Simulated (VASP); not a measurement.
# SiC (Moissanite 3C) (F-43m) in VASP: settings compared

Aim: see how the results for SiC (Moissanite 3C) move with the level of theory and the settings. Levels: optPBE-vdW, BEEF-vdW, vdW-DF-cx. Tasks: relaxation of cell and atoms.

Program: VASP 6.6.1. These are calculated values, not measurements. Logs are shortened: lines on timing, memory, paths and dates and some standing lists are left out, and cuts for length are marked.

## (1) The crystal as given

The structure is cubic, space group F-43m (No. 216). The conventional cell has a = 4.358 Å, b = 4.358 Å, c = 4.358 Å, α = 90.00°, β = 90.00°, γ = 90.00°. Si (site symmetry -43m) is surrounded by 4 C at 1.89 Å. C (site symmetry -43m) is surrounded by 4 Si at 1.89 Å.

## (2) Relaxation of cell and atoms, optPBE-vdW

INCAR

```
SYSTEM = SiC
PREC = Accurate ; ENCUT = 600
EDIFF = 1E-7 ; ISMEAR = -1
SIGMA = 0.05 ; LREAL = .FALSE.
LASPH = .TRUE. ; NELM = 60
ALGO = Normal ; ISIF = 3
LWAVE = .FALSE. ; LCHARG = .FALSE.
GGA = OR ; LUSE_VDW = .TRUE.
AGGAC = 0.0 ; IBRION = 2
NSW = 40 ; EDIFFG = -0.01
```

KPOINTS

```
Automatic mesh
0
G
  10 10 10
  0 0 0
```

POSCAR

```
SiC
1.0
    0.0000000000      2.1790000000      2.1790000000
    2.1790000000      0.0000000000      2.1790000000
    2.1790000000      2.1790000000      0.0000000000
Si C
1 1
Direct
    0.0000000000      0.0000000000      0.0000000000
    0.7500000000      0.7500000000      0.7500000000
```

Potentials or basis: VASP PAW PBE potentials, release 64 (Si, C).

Command:

```console
$ cat potpaw_PBE.64/Si/POTCAR potpaw_PBE.64/C/POTCAR > POTCAR
$ mpirun -np 1 vasp_std > vasp.out
```

OUTCAR:

```text
SYSTEM = SiC
   PREC = Accurate
   ENCUT = 600
   EDIFF = 1E-7
   ISMEAR = -1
   LREAL = .FALSE.
   LASPH = .TRUE.
   NELM = 60
   ISIF = 3
   GGA = OR
   IBRION = 2
   NSW = 40
   EDIFFG = -0.01

 ion  position               nearest neighbor table
   1  0.000  0.000  0.000-   2 1.89   2 1.89   2 1.89   2 1.89
   2  0.750  0.750  0.750-   1 1.89   1 1.89   1 1.89   1 1.89

  LATTYP: Found a face centered cubic cell.
 ALAT       =     4.3580000000

  Lattice vectors:

 A1 = (   0.0000000000,   2.1790000000,   2.1790000000)
 A2 = (   2.1790000000,   0.0000000000,   2.1790000000)
 A3 = (   2.1790000000,   2.1790000000,   0.0000000000)

Analysis of symmetry for initial positions (statically):
=====================================================================
 Subroutine PRICEL returns:
 Original cell was already a primitive cell.

 Routine SETGRP: Setting up the symmetry group for a
 face centered cubic supercell.

 Subroutine GETGRP returns: Found 24 space group operations
 (whereof 24 operations were pure point group operations)
 out of a pool of 48 trial point group operations.

The static configuration has the point symmetry T_d .

Analysis of symmetry for dynamics (positions and initial velocities):
=====================================================================
 Subroutine PRICEL returns:
 Original cell was already a primitive cell.

 Routine SETGRP: Setting up the symmetry group for a
 face centered cubic supercell.

 Subroutine GETGRP returns: Found 24 space group operations
 (whereof 24 operations were pure point group operations)
 out of a pool of 48 trial point group operations.

The dynamic configuration has the point symmetry T_d .

 Subroutine INISYM returns: Found 24 space group operations
 (whereof 24 operations are pure point group operations),
 and found     1 'primitive' translations

----------------------------------------------------------------------------------------

                                     Primitive cell

  volume of cell :      20.6920

  direct lattice vectors                    reciprocal lattice vectors
     0.000000000  2.179000000  2.179000000    -0.229463056  0.229463056  0.229463056
     2.179000000  0.000000000  2.179000000     0.229463056 -0.229463056  0.229463056
     2.179000000  2.179000000  0.000000000     0.229463056  0.229463056 -0.229463056

  length of vectors
     3.081571352  3.081571352  3.081571352     0.397441672  0.397441672  0.397441672

  position of ions in fractional coordinates (direct lattice)
     0.000000000  0.000000000  0.000000000
     0.750000000  0.750000000  0.750000000

  ion indices of the primitive-cell ions
   primitive index   ion index
                 1           1
                 2           2

----------------------------------------------------------------------------------------

 KPOINTS: Automatic mesh

Automatic generation of k-mesh.
 Grid dimensions read from file:
 generate k-points for:   10   10   10

 Generating k-lattice:

  Cartesian coordinates                     Fractional coordinates (reciprocal lattice)
    -0.022946306  0.022946306  0.022946306     0.100000000  0.000000000  0.000000000
     0.022946306 -0.022946306  0.022946306     0.000000000  0.100000000  0.000000000
     0.022946306  0.022946306 -0.022946306     0.000000000  0.000000000  0.100000000

  Length of vectors
     0.039744167  0.039744167  0.039744167

  Shift w.r.t. Gamma in fractional coordinates (k-lattice)
     0.000000000  0.000000000  0.000000000

 Subroutine IBZKPT returns following result:
 ===========================================

 Found     47 irreducible k-points:

 Following reciprocal coordinates:
            Coordinates               Weight
  0.000000  0.000000  0.000000      1.000000
  0.100000  0.000000  0.000000      8.000000
  0.200000  0.000000  0.000000      8.000000
  0.300000  0.000000  0.000000      8.000000
  0.400000  0.000000  0.000000      8.000000
  0.500000  0.000000  0.000000      4.000000
[... 16 lines left out ...]
  0.300000  0.300000  0.000000      6.000000
  0.400000  0.300000  0.000000     24.000000
 [... further k-points ...]
   k-points           NKPTS =     47   k-points in BZ     NKDIM =     47   number of bands    NBANDS=      8
   number of dos      NEDOS =    301   number of ions     NIONS =      2
   total plane-waves  NPLWV =  21952
   dimension x,y,z NGX =    28 NGY =   28 NGZ =   28
   dimension x,y,z NGXF=    56 NGYF=   56 NGZF=   56
   ions per type =               1   1
   NGX,Y,Z   is equivalent  to a cutoff of  15.11, 15.11, 15.11 a.u.
   NGXF,Y,Z  is equivalent  to a cutoff of  30.21, 30.21, 30.21 a.u.
 SYSTEM =  SiC
   PREC   = accura    normal or accurate (medium, high low for compatibility)
   ISTART =      0    job   : 0-new  1-cont  2-samecut
   ICHARG =      2    charge: 1-file 2-atom 10-const
   ISPIN  =      1    spin polarized calculation?
   LNONCOLLINEAR =      F non collinear calculations
   LSORBIT =      F    spin-orbit coupling
   LASPH  =      T    aspherical Exc in radial PAW
   ENCUT  =  600.0 eV  44.10 Ry    6.64 a.u.   6.15  6.15  6.15*2*pi/ulx,y,z
   NELM   =     60;   NELMIN=  2; NELMDL= -5     # of ELM steps
   EDIFF  = 0.1E-06   stopping-criterion for ELM
   LREAL  =      F    real-space projection
   EDIFFG = -.1E-01   stopping-criterion for IOM
   NSW    =     40    number of steps for IOM
   IBRION =      2    ionic relax: 0-MD 1-quasi-New 2-CG
   NFREE  =      1    steps in history (QN), initial steepest desc. (CG)
   ISIF   =      3    stress and relaxation
   ISYM   =      2    0-nonsym 1-usesym 2-fastsym
   POTIM  = 0.5000    time-step for ionic-motion
   TEBEG  =    0.0;   TEEND  =   0.0 temperature during run
   PSTRESS=    0.0 pullay stress
   NELECT =       8.0000    total number of electrons
   NUPDOWN=      -1.0000    fix difference up-down
   EMIN   =  10.00;   EMAX   =-10.00  energy-range for DOS
   EFERMI =   0.00;   METHOD = LEGACY
   ISMEAR =    -1;   SIGMA  =   0.05  broadening in eV -4-tet -1-fermi 0-gaus
   EFERMI_NEDOS =   21; number of points for ismear=-14 and -15
   IALGO  =     38    algorithm
   IMIX   =      4    mixing-type and parameters
     AMIX     =   0.40;   BMIX     =  1.00
     AMIX_MAG =   1.60;   BMIX_MAG =  1.00
  volume/ion in A,a.u.               =      10.35        69.82
  Fermi-wavevector in a.u.,A,eV,Ry     =   1.192626  2.253736 19.352338  1.422357
  Thomas-Fermi vector in A             =   2.328660
   LORBIT       =      0    0 simple, 1 ext, 2 COOP (PROOUT), +10 PAW based schemes
   GGA     = OR    functional components
   LHFCALC =     F    Hartree Fock is set to
   AEXX    =    0.0000 exact exchange contribution
   IVDW_NL    =     1    kernel type
   BPARAM     = 6.3000
   IVDW    =     0    specifies the selected vdW correction
   LEPSILON=     F    determine dielectric tensor
   LRPA    =     F    only Hartree local field effects (RPA)
 conjugate gradient relaxation of ions
 non-spin polarized calculation
  energy-cutoff  :      600.00
  volume of cell :       20.69
 maximum number of plane-waves:       701
 NGX is ok and might be reduce to    28
   NGX = 13   NGY = 13   NGZ = 13

--------------------------------------- Ionic step        1  -------------------------------------------

 number of electron       8.0000000 magnetization

 Free energy of the ion-electron system (eV)
  ---------------------------------------------------
  ext. energy  EPLUGINS =         0.00000000
  ---------------------------------------------------
  free energy    TOTEN  =       -12.38961618 eV

  energy without entropy =      -12.38961618  energy(sigma->0) =      -12.38961618

------------------------ aborting loop because EDIFF is reached ----------------------------------------

  FORCE on cell =-STRESS in cart. coord.  units (eV):
  Direction    XX          YY          ZZ          XY          YZ          ZX
  --------------------------------------------------------------------------------------
  -------------------------------------------------------------------------------------
  Total        0.6076312      0.6076312      0.6076312      0.0000000     -0.0000000      0.0000000
  in kB       47.0488462     47.0488462     47.0488462      0.0000000     -0.0000000      0.0000000
  external PRESSURE =      47.0488462 kB  Pullay stress =       0.0000000 kB
[... 61 lines left out ...]
Total vdW correction in eV:      0.9656179

--------------------------------------- Ionic step        3  -------------------------------------------

 number of electron       8.0000000 magnetization

 Free energy of the ion-electron system (eV)
  ---------------------------------------------------
  ext. energy  EPLUGINS =         0.00000000
  ---------------------------------------------------
  free energy    TOTEN  =       -12.39616035 eV

  energy without entropy =      -12.39616035  energy(sigma->0) =      -12.39616035

 E-fermi :   8.6368     XC(G=0): -11.1443

 val. band max:        7.8444607589   @ k =   0.0000   0.0000   0.0000
 cond. band min:       9.3920051924   @ k =   0.5000   0.5000   0.0000
 fundamental gap:      1.5475444335
 Fermi energy:         8.6368428699

 k-point     1 :       0.0000    0.0000    0.0000
  band No.  band energies     occupation
      1      -7.3243      2.00000
      2       7.8445      2.00000
      3       7.8445      2.00000
      4       7.8445      2.00000
      5      13.9339      0.00000
      6      15.0582      0.00000
      7      15.0582      0.00000
      8      15.0582      0.00000
[... 243 lines left out ...]
 k-point    24 :       0.4000    0.3000    0.0000
  band No.  band energies     occupation
      1      -4.2589      2.00000
      2       2.3192      2.00000
      3       4.7729      2.00000
      4       5.2763      2.00000
      5      10.8475      0.00000
      6      13.5051      0.00000
      7      19.2928      0.00000
      8      19.6238      0.00000

 [... further k-points ...]

------------------------ aborting loop because EDIFF is reached ----------------------------------------

  FORCE on cell =-STRESS in cart. coord.  units (eV):
  Direction    XX          YY          ZZ          XY          YZ          ZX
  --------------------------------------------------------------------------------------
  -------------------------------------------------------------------------------------
  Total       -0.0008640     -0.0008640     -0.0008640      0.0000000     -0.0000000      0.0000000
  in kB       -0.0654606     -0.0654606     -0.0654606      0.0000000     -0.0000000      0.0000000
  external PRESSURE =      -0.0654606 kB  Pullay stress =       0.0000000 kB
[... 17 lines left out ...]
  FREE ENERGIE OF THE ION-ELECTRON SYSTEM (eV)
  ---------------------------------------------------
  free  energy   TOTEN  =       -12.3961603510 eV

  energy  without entropy=      -12.3961603482  energy(sigma->0) =      -12.39616035

Total vdW correction in eV:      0.9542393

 reached required accuracy - stopping structural energy minimisation
```

Wall time 2.7 min (1 thread of AMD EPYC 7R43 (Zen 3), shared host); peak memory 0.28 GiB.

What came out:

```yaml
Free_energy: -12.3962 eV
Relaxed_volume: 10.57 Å³/atom
Relaxed_cell: a = 3.104 Å, b = 3.104 Å, c = 3.104 Å, α = 60.00°, β = 60.00°, γ = 60.00°
Space_group_after_relaxing_to_0.05_Å: F-43m (No. 216)
Energy_gained_by_relaxing: 3.3 meV/atom
Ionic_steps: 3
Pressure_after_relaxing: 0.0 GPa
Band_gap_on_the_k_mesh: 1.55 eV, indirect (least direct gap 4.66 eV)
```

The path:
```
step  energy change (eV)  largest force (eV/Å)  pressure (GPa)  volume (Å³)
   1              0.0000                0.0000            4.70        20.69
   2             -0.0001                0.0000           -4.34        21.62
   3             -0.0065                0.0000           -0.01        21.15
```

Final structure:
```yaml
crystal:
  lattice:
    - [0.00000, 2.19488, 2.19488]
    - [2.19488, 0.00000, 2.19488]
    - [2.19488, 2.19488, 0.00000]
  atoms:
    - { symbol: Si, position: [0.00000, 0.00000, 0.00000] }
    - { symbol: C, position: [0.75000, 0.75000, 0.75000] }
```

Levels at points of the mesh, in eV from the valence-band top:
| k point | band 1 | band 2 | band 3 | band 4 | band 5 | band 6 | band 7 | band 8 |
| --- | --- | --- | --- | --- | --- | --- | --- | --- |
| (0.00, 0.00, 0.00) | -15.17 | 0.00 | 0.00 | 0.00 | 6.09 | 7.21 | 7.21 | 7.21 |
| (0.50, 0.00, 0.00) | -11.71 | -8.34 | -1.04 | -1.04 | 5.33 | 7.23 | 7.23 | 10.10 |
| (0.50, 0.50, 0.00) | -10.29 | -7.67 | -3.12 | -3.12 | 1.55 | 4.38 | 13.83 | 13.83 |

Caveat: the PAW data sets were made with another functional, which shifts forces and pressure a little. Zero-point motion and thermal expansion aren't in these numbers.

## (3) Relaxation of cell and atoms, BEEF-vdW

INCAR

```
SYSTEM = SiC
PREC = Accurate
ENCUT = 600
EDIFF = 1E-7
ISMEAR = -1
SIGMA = 0.05
LREAL = .FALSE.
LASPH = .TRUE.
NELM = 60
ALGO = Normal
ISIF = 3
LWAVE = .FALSE.
LCHARG = .FALSE.
GGA = BF
LUSE_VDW = .TRUE.
ZAB_VDW = -1.8867
IBRION = 2
NSW = 40
EDIFFG = -0.005
```

KPOINTS is that of step 2.

POSCAR is that of step 2.

Potentials or basis: VASP PAW PBE potentials, release 64 (Si, C).

Command:

```console
$ cat potpaw_PBE.64/Si/POTCAR potpaw_PBE.64/C/POTCAR > POTCAR
$ mpirun -np 1 vasp_std > vasp.out
```

OUTCAR:

```text
SYSTEM = SiC
   PREC = Accurate
   ENCUT = 600
   EDIFF = 1E-7
   ISMEAR = -1
   LREAL = .FALSE.
   LASPH = .TRUE.
   NELM = 60
   ISIF = 3
   GGA = BF
   IBRION = 2
   NSW = 40
   EDIFFG = -0.005

 ion  position               nearest neighbor table
   1  0.000  0.000  0.000-   2 1.89   2 1.89   2 1.89   2 1.89
   2  0.750  0.750  0.750-   1 1.89   1 1.89   1 1.89   1 1.89

  LATTYP: Found a face centered cubic cell.
 ALAT       =     4.3580000000

  Lattice vectors:

 A1 = (   0.0000000000,   2.1790000000,   2.1790000000)
 A2 = (   2.1790000000,   0.0000000000,   2.1790000000)
 A3 = (   2.1790000000,   2.1790000000,   0.0000000000)

Analysis of symmetry for initial positions (statically):
=====================================================================
 Subroutine PRICEL returns:
 Original cell was already a primitive cell.

 Routine SETGRP: Setting up the symmetry group for a
 face centered cubic supercell.

 Subroutine GETGRP returns: Found 24 space group operations
 (whereof 24 operations were pure point group operations)
 out of a pool of 48 trial point group operations.

The static configuration has the point symmetry T_d .

Analysis of symmetry for dynamics (positions and initial velocities):
=====================================================================
 Subroutine PRICEL returns:
 Original cell was already a primitive cell.

 Routine SETGRP: Setting up the symmetry group for a
 face centered cubic supercell.

 Subroutine GETGRP returns: Found 24 space group operations
 (whereof 24 operations were pure point group operations)
 out of a pool of 48 trial point group operations.

The dynamic configuration has the point symmetry T_d .

 Subroutine INISYM returns: Found 24 space group operations
 (whereof 24 operations are pure point group operations),
 and found     1 'primitive' translations

[... 129 lines left out ...]
  energy-cutoff  :      600.00
  volume of cell :       20.69
 maximum number of plane-waves:       701
 NGX is ok and might be reduce to    28
   NGX = 13   NGY = 13   NGZ = 13

--------------------------------------- Ionic step        1  -------------------------------------------

 number of electron       8.0000000 magnetization

 Free energy of the ion-electron system (eV)
  ---------------------------------------------------
  ext. energy  EPLUGINS =         0.00000000
  ---------------------------------------------------
  free energy    TOTEN  =       -12.63130516 eV

  energy without entropy =      -12.63130515  energy(sigma->0) =      -12.63130516

------------------------ aborting loop because EDIFF is reached ----------------------------------------

  FORCE on cell =-STRESS in cart. coord.  units (eV):
  Direction    XX          YY          ZZ          XY          YZ          ZX
  --------------------------------------------------------------------------------------
  -------------------------------------------------------------------------------------
  Total        0.2640372      0.2640372      0.2640372      0.0000000      0.0000000      0.0000000
  in kB       20.4443837     20.4443837     20.4443837      0.0000000      0.0000000      0.0000000
  external PRESSURE =      20.4443837 kB  Pullay stress =       0.0000000 kB
[... 63 lines left out ...]
--------------------------------------- Ionic step        3  -------------------------------------------

 number of electron       8.0000000 magnetization

 Free energy of the ion-electron system (eV)
  ---------------------------------------------------
  ext. energy  EPLUGINS =         0.00000000
  ---------------------------------------------------
  free energy    TOTEN  =       -12.63253108 eV

  energy without entropy =      -12.63253108  energy(sigma->0) =      -12.63253108

 E-fermi :   8.5691     XC(G=0): -11.4036

 val. band max:        7.7607571433   @ k =   0.0000   0.0000   0.0000
 cond. band min:       9.3370133665   @ k =   0.5000   0.5000   0.0000
 fundamental gap:      1.5762562233
 Fermi energy:         8.5691445340

 k-point     1 :       0.0000    0.0000    0.0000
  band No.  band energies     occupation
      1      -7.5492      2.00000
      2       7.7608      2.00000
      3       7.7608      2.00000
      4       7.7608      2.00000
      5      13.9838      0.00000
      6      15.0987      0.00000
      7      15.0987      0.00000
      8      15.0987      0.00000
[... 243 lines left out ...]
 k-point    24 :       0.4000    0.3000    0.0000
  band No.  band energies     occupation
      1      -4.4691      2.00000
      2       2.1982      2.00000
      3       4.6737      2.00000
      4       5.1775      2.00000
      5      10.8177      0.00000
      6      13.5415      0.00000
      7      19.4144      0.00000
      8      19.7291      0.00000

 [... further k-points ...]

------------------------ aborting loop because EDIFF is reached ----------------------------------------

  FORCE on cell =-STRESS in cart. coord.  units (eV):
  Direction    XX          YY          ZZ          XY          YZ          ZX
  --------------------------------------------------------------------------------------
  -------------------------------------------------------------------------------------
  Total        0.0037201      0.0037201      0.0037201     -0.0000000      0.0000000     -0.0000000
  in kB        0.2853595      0.2853595      0.2853595     -0.0000000      0.0000000     -0.0000000
  external PRESSURE =       0.2853595 kB  Pullay stress =       0.0000000 kB
[... 21 lines left out ...]
  energy  without entropy=      -12.6325310758  energy(sigma->0) =      -12.63253108

Total vdW correction in eV:      0.9129989

 reached required accuracy - stopping structural energy minimisation
```

It took 2.8 min on 1 thread of AMD EPYC 7R43 (Zen 3), shared host; peak memory 0.28 GiB.

Results:

- Free energy: -12.6325 eV
- Relaxed volume: 10.44 Å³/atom
- Relaxed cell: a = 3.091 Å, b = 3.091 Å, c = 3.091 Å, α = 60.00°, β = 60.00°, γ = 60.00°
- Space group after relaxing (to 0.05 Å): F-43m (No. 216)
- Energy gained by relaxing: 0.6 meV/atom
- Ionic steps: 3
- Pressure after relaxing: 0.0 GPa
- Band gap on the k mesh: 1.58 eV, indirect (least direct gap 4.71 eV)

Step by step:
| step | energy change (eV) | largest force (eV/Å) | pressure (GPa) | volume (Å³) |
| --- | --- | --- | --- | --- |
| 1 | 0.0000 | 0.0000 | 2.04 | 20.69 |
| 2 | 0.0000 | 0.0000 | -1.97 | 21.09 |
| 3 | -0.0012 | 0.0000 | 0.03 | 20.89 |

Final structure:
```xyz
2
Lattice="0.0000 2.1858 2.1858 2.1858 0.0000 2.1858 2.1858 2.1858 0.0000" Properties=species:S:1:pos:R:3 pbc="T T T"
Si    0.0000    0.0000    0.0000
C     3.2787    3.2787    3.2787
```

Levels at points of the mesh, in eV from the valence-band top:
| k point | band 1 | band 2 | band 3 | band 4 | band 5 | band 6 | band 7 | band 8 |
| --- | --- | --- | --- | --- | --- | --- | --- | --- |
| (0.00, 0.00, 0.00) | -15.31 | 0.00 | 0.00 | 0.00 | 6.22 | 7.34 | 7.34 | 7.34 |
| (0.50, 0.00, 0.00) | -11.85 | -8.38 | -1.05 | -1.05 | 5.47 | 7.32 | 7.32 | 10.27 |
| (0.50, 0.50, 0.00) | -10.43 | -7.70 | -3.14 | -3.14 | 1.58 | 4.50 | 14.08 | 14.08 |

Caveat: the PAW data sets were made with another functional, which shifts forces and pressure a little.

[end of part 1 of 2]
